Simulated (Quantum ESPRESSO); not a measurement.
Runs of Quantum ESPRESSO 7.5 on Na. Symmetry: P6_3/mmc, No. 194, hexagonal system. Conventional cell: a = 3.767 Å, b = 3.767 Å, c = 6.154 Å, α = 90.00°, β = 90.00°, γ = 120.00°. Na (site symmetry -6m2) is surrounded by 12 Na at 3.77 Å. This isn't the form of Na at room conditions, which is bcc.

```tsv
task	level	potentials or basis	cell	k mesh	cutoff (eV)	symmetry	SCF threshold	gap on the mesh (eV)	pressure (GPa)	V0 of scaled cells (Å³/atom)	B0 (GPa)
equation of state	r2SCAN	SG15 PBE 1.2	as given	6 × 6 × 4	952	off	1e-08 Ry	-	-	38.57	7
single point	PBEsol	GBRV 1.5 PBEsol	atoms moved at random, drawn with an rms of 0.05 Å	8 × 8 × 5	612	-	4e-10 Ry	none	-0.3	-	-
equation of state	PBEsol	GBRV 1.5 PBEsol	as given	8 × 8 × 5	612	-	4e-10 Ry	-	-	36.47	(a)
single point	PBEsol	GBRV 1.5 PBEsol	as given	8 × 8 × 5	612	-	4e-10 Ry	none	-0.3	-	-
```

Alike in all rows: no spin polarisation; smearing fermi-dirac 0.05 eV.

Question: Fill in the values left out.

Answer: (a) 8.

Caveats: the cell was scaled at fixed shape and fractional positions, which overstates the stiffness of a crystal with free parameters, most of all of layers and chains (some runs); the potentials were made for another functional, which shifts forces and pressure (some runs).

A gap of «none» marks a metal or a gap under the smearing width.
